A crystal can resist a load in two ways. The elastic bulk modulus B measures how hard it is to change its volume, and the shear modulus G how hard it is to change its shape. Both matter when a wafer or a coating is strained, and they need not go together. The table gives them for seven compounds with the zincblende structure, in which every atom has four neighbours of the other kind. They were computed with the PBE functional, with the atoms free to move inside the strained cell.

Seven compounds with the zincblende structure (space group F-43m), computed with Ansatz 0.2.0: PBE functional, plane-wave PAW, scalar-relativistic, no spin polarisation, cutoff 420 eV. The elastic constants use a strain amplitude of 0.002, with the atoms relaxed in the strained cell. The bulk modulus B and shear modulus G are Hill averages, and the last column is G/B.

```
formula  element on site A  Z A  element on site B  Z B  difference of Pauling electronegativities  valence electrons  volume per atom (Å³)  shortest distance (Å)    k mesh  smearing width  elastic bulk modulus (GPa)  shear modulus (GPa)  universal elastic anisotropy  G over, site B
    AlN                 Al   13                  N    7                                       1.43                  8                 10.07                  1.870  10×10×10            0 eV                         240                  122                         1.600            0.51
    ZnS                 Zn   30                  S   16                                       0.93                 18                 20.16                  2.357  10×10×10            0 eV                        69.5                 33.3                         0.820            0.48
   ZnSe                 Zn   30                 Se   34                                        0.9                 18                 23.54                  2.482     8×8×8            0 eV                        56.7                 27.3                         0.730            0.48
   GaAs                 Ga   31                 As   33                                       0.37                  8                 23.71                  2.488  12×12×12         0.02 eV                        60.9                 40.7                         0.400            0.67
    CdS                 Cd   48                  S   16                                       0.89                 18                 26.02                  2.566     8×8×8            0 eV                        53.5                 17.5                         1.200            0.33
   CdTe                 Cd   48                 Te   52                                       0.41                 18                 36.22                  2.865  10×10×10            0 eV                        35.1                 13.4                         0.850            0.38
    InP                 In   49                  P   15                                       0.41                  8                 26.46                  2.581  10×10×10            0 eV                        59.5                 31.3                         0.610            0.53
```

(a) Which crystal is the stiffest, and do all seven belong in one comparison?

Solution. AlN leads in both moduli, and its short bonds are a good reason for a high value. Its cell, however, is not at rest: the calculation reports a pressure of about 12.5 GPa, while the other six are close to zero. Pressure usually raises B by roughly 4 GPa for each GPa applied, so a fair value would be nearer 240 − 4 × 12.5 = 190 GPa. That rough figure still puts AlN first in B, but its ratios can't be compared safely with those of the others.

The questions below therefore use six crystals. Among these, ZnS is the hardest to compress and GaAs the hardest to shear. Since the two titles go to different compounds, one general stiffness cannot describe the series.

(b) GaAs and ZnSe have almost the same bond length. How do their moduli compare, and does a second pair behave alike?

Solution. From GaAs to ZnSe, B falls by only 7%, but G falls by 33%. InP and CdS are also close in bond length, and there the losses are 10% and 44%. In both pairs each element is replaced by its neighbour in the periodic table, which turns a III-V compound into a II-VI compound. Bond length can't be the cause of such a loss of shear stiffness, because it hardly changes.

The column of valence electrons jumps from 8 to 18 in these pairs, but only because it counts the filled d shell of Zn and Cd. Each compound still has eight electrons for its four bonds. What does change is how evenly they are shared: the difference of Pauling electronegativities more than doubles in both pairs.

(c) Why does shear suffer so much more than compression?

Solution. Uniform compression shortens all bonds and leaves the angles between them as they are. Shear changes the angles. A shared electron pair sits between two atoms and points in a definite direction, so bending it away costs energy. As the pair shifts towards the non-metal, the bond relies more on the attraction between charged ions, which depends on distance but has no preferred angle.

One part of this can be seen in the numbers. If the crystal is stretched along one cube edge and squeezed equally along another, no bond changes its length to first order. The stiffness against this distortion is half of C11 − C12, where C11 and C12 are elastic constants of the single crystal. Relative to B it drops from 0.47 in GaAs to 0.31 in ZnSe, so resistance to bending really is lost. That the uneven sharing of electrons causes the loss is the standard explanation; the bonds themselves were not analysed here.

The same reasoning extends the series to the other side. Germanium stands beside GaAs, with a similar bond length and no polarity at all, and it is indeed known to be stiffer in shear relative to compression.

(d) Starting from ZnS, does it matter more for G/B which metal or which non-metal is exchanged?

Solution. The metal, judging by the one exchange of each kind that the table offers. Replacing S by Se lowers B and G by the same 18%, so their ratio stays put: the lattice becomes softer without changing character. Replacing Zn by Cd lowers B by 23% but G by 47%. Here the longer bond softens everything, and bending loses ground as well. A change of non-metal is not always neutral, though: from CdS to CdTe the ratio rises from 0.33 to 0.38.

The electronegativity difference alone would not have predicted the whole order. InP and CdTe share the value 0.41, yet G/B is 0.53 in one and 0.38 in the other. The group of the elements is the safer first guide, with both III-V compounds above all four II-VI compounds. A likely reason is that the group sets how unequally the two atomic cores pull on the bonding electrons: their charges are 3 and 5 in a III-V compound, but 2 and 6 in a II-VI compound. Why the two cadmium compounds lie below the two zinc compounds is not settled by these data.

(e) Can two springs account for the shear stiffness?

Solution. Give each bond a spring a that resists stretching, and each pair of neighbouring bonds a spring b that resists bending. This is Keating's model. The distortion used in (c) bends bonds without stretching them, so it measures b; another combination of C11 and C12 isolates a. The constant C44 describes a shear that changes the right angles of the cube. In that shear the atoms can shift inside the cell and trade stretching for bending, so the two springs act much as if joined end to end, and the softer one dominates. With a and b expressed in GPa:

C11 − C12 = 4b
C11 + 3 C12 = 4a
C44 = 4ab/(a + b)

For ZnSe the calculation gives C11 = 79.8 GPa and C12 = 45.1 GPa. Then

b = (79.8 − 45.1)/4 = 8.7 GPa
a = (79.8 + 3 × 45.1)/4 = 53.8 GPa
C44 = 4 × 53.8 × 8.7/(53.8 + 8.7) ≈ 30 GPa

The full calculation gives 37 GPa, so the model is about 20% too low. No value of C44 was used to set the springs, either here or in the other rows. The model is too low for all six crystals, by 10% in GaAs and up to 30% in CdS, as the output after this text lists. It still follows the series better than a rule that makes C44 a fixed share of B.

The failure has a clear sign. In the model, C44 can never exceed twice the stiffness from (c), whatever positive values the springs take. All four II-VI compounds clearly exceed that limit, and InP lies almost exactly on it, so better spring constants would not rescue the model. Forces between charged ions reach beyond the nearest neighbours and are absent from it; they are a likely missing piece, but this was not tested.

(f) What would change if the atoms were held at fixed positions inside the strained cell?

Solution. B and C11 − C12 would stay the same, because in those distortions symmetry leaves no force that could shift the atoms within the cell. C44 would rise, since stretching could no longer be traded for bending, and G would rise with it. The constants with fixed atoms were not computed. In GaAs, though, the energy released as the atoms of the strained cell relax points to a rise in C44 of very roughly a quarter to a third. The constants with relaxed atoms are the ones to use for slow loads and ordinary ultrasound, which the atoms have time to follow.

(g) Which digits can be trusted, and which comparisons survive?

Solution. G describes a solid made of many randomly oriented grains, and it is the mean of a lower and an upper bound. For CdS these bounds are 15.7 and 19.4 GPa, or 11% either side of the mean, so the third digit of 17.5 GPa has little meaning for a real piece of material. ZnS and ZnSe, both at 0.48 in G/B, should be read as equal. In each pair of part (b), by contrast, the ranges of G do not even overlap.

The bounds do not cover errors of the calculation itself. PBE tends to make the bonds in such crystals slightly too long and the bulk moduli too low, so measured values of B are expected to be higher by much more than the last digit shown. For G the error is expected to vary more from compound to compound, and a measured value need not be the higher one. The k meshes differ from row to row, and no test with denser ones is available. For GaAs, InP and CdTe a crossing of bands between the sampled points may have been missed, and more inner electrons were treated explicitly for Cd than for In. A loss of about a third or more in G is a large effect to blame on such settings, but its exact percentage should not be carried over to a measured sample.

Printed output of the fit:

```
Two shears and the bounds on G:
   row  half C11-C12 over B  C44 over B  G Reuss GPa  G Voigt GPa  half gap in % of G
   AlN               0.2628      0.7884        105.1        138.8               13.79
   ZnS               0.2956      0.6622        30.76        35.83                7.61
  ZnSe               0.3057      0.6545        25.48         29.2               6.799
  GaAs                0.475      0.8406        39.14        42.28               3.862
   CdS               0.1841      0.4819        15.65        19.41               10.71
  CdTe               0.2342      0.5302        12.36        14.45               7.807
   InP               0.3458       0.696        29.47        33.08               5.762
Two-spring model:
   row  bending over stretching  C44 computed GPa  C44 model GPa  model miss %  anisotropy computed  anisotropy model
   AlN                   0.1373             189.2          110.9        -41.38                    3             1.759
   ZnS                   0.1554             46.02          35.56        -22.72                 2.24             1.731
  ZnSe                   0.1611             37.11          29.86        -19.54                2.141             1.722
  GaAs                   0.2579             51.19          45.99        -10.16                 1.77              1.59
   CdS                  0.09503             25.78          17.99        -30.22                2.617             1.826
  CdTe                   0.1218             18.61          14.66        -21.25                2.264             1.783
   InP                   0.1834             41.41          34.77        -16.03                2.013              1.69
GaAs to ZnSe, change of bond length (%): -0.2412
GaAs to ZnSe, change of B (%): -6.897
GaAs to ZnSe, change of G (%): -32.92
InP to CdS, change of bond length (%): -0.5812
InP to CdS, change of B (%): -10.08
InP to CdS, change of G (%): -44.09
ZnS to CdS, change of B (%): -23.02
ZnS to CdS, change of G (%): -47.45
ZnS to ZnSe, change of B (%): -18.42
ZnS to ZnSe, change of G (%): -18.02
CdS to CdTe, change of B (%): -34.39
CdS to CdTe, change of G (%): -23.43
Correlation of Pauling difference with G/B, six rows without AlN: -0.4614
Largest over smallest C44/B, six rows: 1.744
Largest over smallest C44 to half C11-C12, six rows: 1.479
Largest over smallest C44 to model C44, six rows: 1.287
AlN bulk modulus at zero pressure by the rough rule of 4 GPa per GPa (GPa): 190.2
```
